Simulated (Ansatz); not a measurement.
The system is CdS (Greenockite).

```
Cd S
1.0
     4.15000    0.00000    0.00000
    -2.07500    3.59401    0.00000
     0.00000    0.00000    6.73700
Cd S
2 2
Direct
  0.66667 0.33333 0.50000
  0.33333 0.66667 0.00000
  0.66667 0.33333 0.87500
  0.33333 0.66667 0.37500
```

Base run:

```yaml
Program: Ansatz 0.2.0
Functional: PBEsol
Potentials_or_basis: all-electron LAPW, scalar-relativistic
Cutoff: 227 eV (chosen from the basis error)
Basis_error_allowed: 0.002 eV/atom
k_mesh: 7 × 7 × 4
Occupations: fermi-dirac, width 0.05 eV
Spin: no spin polarisation
```

Its results: band gap on the k mesh 1.06 eV, direct; pressure -1.0 GPa; largest force 0.065 eV/Å.

Task: The run is repeated on the same cell with these changes: functional from PBEsol to LDA. What comes out?

Result: Band gap on the k mesh 0.91 eV, direct; pressure -3.1 GPa; largest force 0.061 eV/Å.

LDA binds more tightly than PBEsol, so the same cell stands under less pressure.
